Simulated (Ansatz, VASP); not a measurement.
## One calculation of Rh, two programs

Contents of INCAR:

```
PREC = Accurate
ENCUT = 520
EDIFF = 1E-6
ISMEAR = 0
SIGMA = 0.15
LREAL = F
LASPH = T
NELM = 80
ALGO = Fast
ISIF = 2
LWAVE = F
LCHARG = T
GGA = PS
LELF = T
LVHAR = T
NBANDS = 14
```

KPOINTS

```
regular mesh
0
Gamma
  22 22 22
```

The input POSCAR:

```
Rh
1.0
    0.0000000000      1.8730267500      1.8445035000
    1.8730267500      0.0000000000      1.8445035000
    1.8730267500      1.8730267500      0.0000000000
Rh
1
Direct
    0.0000000000      0.0000000000      0.0000000000
```

Input for Ansatz:

```yaml
crystal:
  lattice:
    - [0.0, 1.87302675, 1.8445035]
    - [1.87302675, 0.0, 1.8445035]
    - [1.87302675, 1.87302675, 0.0]
  atoms:
    - { symbol: Rh, position: [0.0, 0.0, 0.0] }
basis:
  ecutwfc: 420
kpoints:
  mp_grid: { grid: [22, 22, 22] }
hamiltonian:
  xc: pbesol
scf:
  occupations: { method: gaussian, width: 0.15 }
output:
  forces: true
  stress: true
  eigenvalues: true
```

Change from the starting cell: strain -0.015 along x and y, -0.030 along z, atoms carried along.

Alike in both runs: task single point; functional PBEsol; k mesh 22 × 22 × 22; occupations gaussian, width 0.15 eV; no spin polarisation.

```csv
,VASP,Ansatz
version,VASP 6.6.1,Ansatz 0.2.0
potentials or method,"VASP PAW PBE potentials, release 64 (Rh_pv)","scalar-relativistic, plane waves, PAW"
plane-wave cutoff (eV),520,420
valence electrons in the cell,15,17
```

|  | VASP | Ansatz | Ansatz less VASP |
| --- | --- | --- | --- |
| gap on the k mesh at the Fermi level (eV) | none | none | - |
| pressure (GPa) | 14.0 | 14.1 | +0.08 |
| largest component of the traceless stress (GPa) | 2.96 | 2.97 | +0.007 |

A gap of «none» marks a metal or a gap that the smearing closes. The two sets of potentials don't hold the same shells in valence.

Caveats: the PAW data sets were made with another functional, which shifts forces and pressure a little (VASP).
